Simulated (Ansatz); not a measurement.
**SrO under changes of volume**

One of the cells (16.901 Å³/atom); the others are scaled copies at fixed shape and fractional positions:

```
Sr O
1.0
     0.00000    2.56630    2.56630
     2.56630    0.00000    2.56630
     2.56630    2.56630    0.00000
Sr O
1 1
Direct
  0.50000 0.50000 0.50000
  0.00000 0.00000 0.00000
```

```yaml
Program: Ansatz 0.2.0
Functional: LDA
Potentials_or_basis: JTH PAW LDA
Cutoff: 1380 eV
Density_cutoff: 6900 eV
k_mesh: 9 × 9 × 9
Occupations: fermi-dirac, width 0.05 eV
Spin: no spin polarisation
```

```tsv
volume (Å³/atom)	energy over the lowest point (meV/atom)	pressure (GPa)	gap on the mesh (eV)
15.887	2.19	2.2	3.16
16.225	0.00	-0.1	3.18
16.563	2.39	-2.1	3.20
16.901	8.87	-4.0	3.21
17.239	?	?	?
17.577	32.33	-7.0	3.23
17.915	48.57	-8.3	3.24
```

What does the run at 17.239 Å³/atom give?

Energy over the lowest point 18.98 meV/atom; pressure -5.6 GPa; gap on the mesh 3.22 eV.

Worked out: A Birch-Murnaghan fit of order 3 (a polynomial in V^(-2/3)) to the other rows has its minimum at 16.21 Å³/atom with B0 = V·E''(V) = 105 GPa and B' = 4.6. It gives 18.98 meV/atom at 17.239 Å³/atom, against the run's 18.98, and -dE/dV = -5.6 GPa, against -5.6. A straight line through the other rows of the gap, of slope 0.642 eV per unit of ln V, gives 3.22 eV, against the run's 3.22.

Energies are extrapolated to zero smearing.

Caveats: odd divisions of the mesh miss points on the zone boundary, where band edges often lie, so the gap on the mesh can be too wide.

A mesh can miss the band edges. Spin-orbit coupling on Sr is left out.
